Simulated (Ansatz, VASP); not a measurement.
HfO2: VASP beside Ansatz

```xyz
3
Lattice="0.0000 2.6230 2.5221 2.4212 0.0000 2.5221 2.4212 2.6230 0.0000" Properties=species:S:1:pos:R:3 pbc="T T T"
Hf    0.0000    0.0000    0.0000
O     1.2106    1.3115    1.2610
O     3.6318    3.9344    3.7831
```

Change from the starting cell: normal strain along x -0.0400, normal strain along y +0.0400.

Alike in both runs: task single point; functional PBEsol; k mesh 8 × 8 × 8; occupations gaussian, width 0.05 eV; no spin polarisation.

|  | VASP | Ansatz |
| --- | --- | --- |
| version | VASP 6.6.1 | Ansatz 0.2.0 |
| potentials or method | VASP PAW PBE potentials, release 64 (Hf_pv, O) | scalar-relativistic, plane waves, PAW |
| plane-wave cutoff (eV) | 520 | 520 |
| valence electrons in the cell | 22 | 38 |

```tsv
	VASP	Ansatz	Ansatz less VASP
gap on the k mesh at the Fermi level (eV)	2.79	2.79	+0.002
least direct gap on the mesh (eV)	3.10	3.09	-0.008
pressure (GPa)	-3.1	0.7	+3.78
largest component of the traceless stress (GPa)	19.28	18.94	-0.336
```

The two sets of potentials don't hold the same shells in valence. Ansatz warned: «pseudo_functional_mismatch».

Caveats: the PAW data sets were made with another functional, which shifts forces and pressure a little (VASP); spin-orbit coupling is left out, which moves the levels of the heavy elements. A k mesh can miss the band edges.
